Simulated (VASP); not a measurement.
# RuS (F-43m) in VASP: a series of runs, part 2 of 2

VASP 6.6.1. Earlier steps stand in the parts before.

## Step 3: Single point, PBEsol+U, collinear spin, random start

File INCAR:

```
SYSTEM = RuS
PREC = Accurate ; ENCUT = 520
EDIFF = 1E-6 ; ISMEAR = 0
SIGMA = 0.05 ; LREAL = .False.
LASPH = .True. ; NELM = 100
ALGO = Fast ; ISIF = 2
LWAVE = .False. ; LCHARG = .True.
ISPIN = 2 ; MAGMOM = 0.57 0
LORBIT = 11 ; LMAXMIX = 4
LDAU = .True. ; LDAUTYPE = 2
LDAUL = 2 -1 ; LDAUU = 2 0
LDAUJ = 0 0 ; LDAUPRINT = 1
GGA = PS ; LELF = .True.
LVHAR = .True. ; NBANDS = 21
```

File KPOINTS:

```
Automatic mesh
0
Gamma
  6 6 6
  0 0 0
```

File POSCAR:

```
RuS
1.0
    0.0000000000      2.7642955000      2.7642955000
    2.7642955000      0.0000000000      2.7642955000
    2.7642955000      2.7642955000      0.0000000000
Ru S
1 1
Direct
    0.0000000000      0.0000000000      0.0000000000
    0.2500000000      0.2500000000      0.2500000000
```

Potentials or basis: VASP PAW PBE potentials, release 64 (Ru_pv, S).

The run is started by

```console
$ cat potpaw_PBE.64/Ru_pv/POTCAR potpaw_PBE.64/S/POTCAR > POTCAR
$ mpirun -np 1 vasp_std > vasp.out
```

It took 1.8 min on 1 thread of AMD EPYC, shared host; peak memory 0.16 GiB.

It converged, with:

* Free energy: -11.9479 eV
* Pressure: -20.3 GPa
* Band gap on the k mesh: none (metal or under the smearing width)
* Net moment: 0.60 μB per cell
* Site moments: Ru +0.59; S -0.02 μB
* Valence electrons inside the program's atomic spheres: Ru 12.49; S 3.56

Levels at points of the mesh, in eV from the Fermi level:
Spin up:
```csv
k point,band 6,band 7,band 8,band 9,band 10,band 11,band 12,band 13,band 14,band 15
"(0.00, 0.00, 0.00)",-5.24,-5.24,-1.91,-1.91,1.61,2.49,2.49,2.49,7.47,7.47
"(0.50, 0.00, 0.00)",-4.88,-4.88,-1.67,-1.67,-1.41,1.00,1.00,4.05,7.79,8.30
"(0.50, 0.50, 0.00)",-4.17,-4.17,-2.17,-1.34,-1.12,-0.61,-0.61,5.04,6.59,9.83
```
Spin down:
| k point | band 7 | band 8 | band 9 | band 10 | band 11 | band 12 | band 13 | band 14 |
| --- | --- | --- | --- | --- | --- | --- | --- | --- |
| (0.00, 0.00, 0.00) | -4.88 | -1.71 | -1.71 | 1.70 | 3.04 | 3.04 | 3.04 | 7.55 |
| (0.50, 0.00, 0.00) | -4.60 | -1.36 | -1.36 | -0.61 | 1.49 | 1.49 | 4.17 | 7.91 |
| (0.50, 0.50, 0.00) | -3.98 | -1.53 | -1.13 | -0.95 | 0.10 | 0.10 | 5.38 | 6.72 |

Eigenvalues of the final occupation matrices:
| site | spin | trace | eigenvalues |
| --- | --- | --- | --- |
| site 1 d | 1 | 3.35 | 0.62 0.62 0.62 0.74 0.74 |
| site 1 d | 2 | 2.76 | 0.42 0.42 0.42 0.76 0.76 |

Caveat: the PAW data sets were made with another functional, which shifts forces and pressure a little. The state reached can hang on the start; a lower one may exist.

## Step 4: Single point, PBEsol+U, collinear spin, ferromagnetic start

File INCAR:

```
  PREC = Accurate
  ENCUT = 520
  EDIFF = 1E-7
  ISMEAR = 0
  SIGMA = 0.05
  LREAL = False
  LASPH = True
  NELM = 60
  ALGO = Normal
  ISIF = 2
  LWAVE = False
  LCHARG = True
  ISPIN = 2
  MAGMOM = 1 0
  LORBIT = 11
  NUPDOWN = 2
  LMAXMIX = 4
  LDAU = True
  LDAUTYPE = 2
  LDAUL = 2 -1
  LDAUU = 2 0
  LDAUJ = 0 0
  LDAUPRINT = 1
  GGA = PS
  LELF = True
  LVHAR = True
```

File KPOINTS:

```
Automatic mesh
0
Gamma
  6 6 6
```

POSCAR is that of step 3.

The run is started by

```console
$ cat potpaw_PBE.64/Ru_pv/POTCAR potpaw_PBE.64/S/POTCAR > POTCAR
$ mpirun -np 1 vasp_std > vasp.out
```

It took 63 s on 1 thread of AMD EPYC, shared host; peak memory 0.15 GiB.

It converged, with:

| Item | Value |
| --- | --- |
| Free energy | -11.5473 eV |
| Pressure | -12.1 GPa |
| Net moment | 2.00 μB per cell |
| Site moments | Ru +1.69; S +0.05 μB |
| Valence electrons inside the program's atomic spheres | Ru 12.47; S 3.60 |

Eigenvalues of the final occupation matrices:
| site | spin | trace | eigenvalues |
| --- | --- | --- | --- |
| site 1 d | 1 | 3.85 | 0.74 0.74 0.74 0.82 0.82 |
| site 1 d | 2 | 2.23 | 0.31 0.31 0.31 0.65 0.65 |

Caveat: the PAW data sets were made with another functional, which shifts forces and pressure a little; the total moment is fixed, so each spin has its own Fermi level.

## Step 5: Single point, r2SCAN+U, collinear spin, ferromagnetic start

File INCAR:

```
SYSTEM = RuS
ALGO = Normal ; EDIFF = 1E-7
ENCUT = 520 ; ISIF = 2
ISMEAR = 0 ; ISPIN = 2
LASPH = .TRUE. ; LCHARG = .FALSE.
LDAU = .TRUE. ; LDAUJ = 0 0
LDAUL = 2 -1 ; LDAUPRINT = 1
LDAUTYPE = 2 ; LDAUU = 8 0
LMAXMIX = 4 ; LMIXTAU = .TRUE.
LORBIT = 11 ; LREAL = .FALSE.
LWAVE = .FALSE. ; MAGMOM = 1 0
METAGGA = R2SCAN ; NELM = 60
PREC = Accurate ; SIGMA = 0.05
```

File KPOINTS:

```
k-points
0
G
  6 6 6
  0 0 0
```

POSCAR is that of step 4.

Potentials or basis: VASP PAW PBE potentials, release 64 (Ru_pv, S).

The run is started by

```console
$ cat potpaw_PBE.64/Ru_pv/POTCAR potpaw_PBE.64/S/POTCAR > POTCAR
$ mpirun -np 1 vasp_std > vasp.out
```

OUTCAR:

```text
SYSTEM = RuS
   EDIFF = 1E-7
   ENCUT = 520
   ISIF = 2
   ISMEAR = 0
   ISPIN = 2
   LASPH = .TRUE.
   LORBIT = 11
   LREAL = .FALSE.
   METAGGA = R2SCAN
   NELM = 60
   PREC = Accurate

 ion  position               nearest neighbor table
   1  0.000  0.000  0.000-   2 2.39   2 2.39   2 2.39   2 2.39
   2  0.250  0.250  0.250-   1 2.39   1 2.39   1 2.39   1 2.39

  LATTYP: Found a face centered cubic cell.
 ALAT       =     5.5285910000

  Lattice vectors:

 A1 = (   0.0000000000,   2.7642955000,   2.7642955000)
 A2 = (   2.7642955000,   0.0000000000,   2.7642955000)
 A3 = (   2.7642955000,   2.7642955000,   0.0000000000)

Analysis of symmetry for initial positions (statically):
[... 827 lines left out ...]
 -----------------------------------------------------------------------------
  energy-cutoff  :      520.00
  volume of cell :       42.25
      direct lattice vectors                 reciprocal lattice vectors
     0.000000000  2.764295500  2.764295500    -0.180877913  0.180877913  0.180877913
     2.764295500  0.000000000  2.764295500     0.180877913 -0.180877913  0.180877913
     2.764295500  2.764295500  0.000000000     0.180877913  0.180877913 -0.180877913

 POSITION                                       TOTAL-FORCE (eV/Angst)
 -----------------------------------------------------------------------------------
      0.00000      0.00000      0.00000         0.000000      0.000000      0.000000
      1.38215      1.38215      1.38215        -0.000000     -0.000000     -0.000000
 -----------------------------------------------------------------------------------
    total drift:                                0.000001      0.000001      0.000001

  FREE ENERGIE OF THE ION-ELECTRON SYSTEM (eV)
  ---------------------------------------------------
  free  energy   TOTEN  =       -26.8789670211 eV

  energy  without entropy=      -26.8781559773  energy(sigma->0) =      -26.87856150

 total charge

# of ion       s       p       d       tot
------------------------------------------
    1        0.267   6.175   6.133  12.576
    2        1.326   2.405   0.000   3.730
--------------------------------------------------
tot          1.593   8.580   6.133  16.306

 magnetization (x)

# of ion       s       p       d       tot
------------------------------------------
    1        0.032   0.024   2.149   2.205
    2       -0.006  -0.322   0.000  -0.327
--------------------------------------------------
tot          0.026  -0.297   2.149   1.878
```

It took 5 min on 1 thread of AMD EPYC, shared host; peak memory 0.17 GiB.

Results:

* Free energy: -26.8790 eV
* Pressure: 7.5 GPa
* Band gap on the k mesh: none (metal or under the smearing width)
* Net moment: 2.00 μB per cell
* Site moments: Ru +2.21; S -0.33 μB
* Valence electrons inside the program's atomic spheres: Ru 12.58; S 3.73

Eigenvalues of the final occupation matrices:
```
    site  spin  trace               eigenvalues
site 1 d     1   4.17  0.82 0.82 0.82 0.86 0.86
site 1 d     2   2.01  0.09 0.09 0.09 0.87 0.87
```

Caveat: the PAW data sets were made with another functional, which shifts forces and pressure a little. The state reached can hang on the start; a lower one may exist.

## Step 6: Overview

```csv
level,spin,U,fixed moment (μB),further INCAR settings,gap on the mesh (eV),pressure (GPa),moment (μB)
PBEsol+U,"collinear, zero start",Ru d U = 2 eV,-,ALGO = Fast; EDIFF = 1e-07; NBANDS = 21,none,-21.0,0.00
PBEsol+U,"collinear, random start",Ru d U = 2 eV,-,ALGO = Fast; EDIFF = 1e-06; NBANDS = 21,none,-20.3,0.60
PBEsol+U,"collinear, ferromagnetic start",Ru d U = 2 eV,2,ALGO = Normal; EDIFF = 1e-07,-,-12.1,2.00
r2SCAN+U,"collinear, ferromagnetic start",Ru d U = 8 eV,-,ALGO = Normal; EDIFF = 1e-07,none,7.5,2.00
```

Alike in all rows: task single point; potentials or basis VASP PAW PBE potentials, release 64 (Ru_pv, S); cell as given; k mesh 6 × 6 × 6; cutoff (eV) 520; smearing gaussian 0.05 eV.

Every run on the cell as given and a fine mesh finds a metal. The pressure there spans -21.0 GPa (PBEsol+U) to 7.5 GPa (r2SCAN+U); a positive pressure means that this level wants a larger cell, a negative one a smaller.

Caveats: the PAW data sets were made with another functional, which shifts forces and pressure a little; the total moment is fixed, so each spin has its own Fermi level (some runs).

Absolute energies hang on the potentials; compare differences alone.
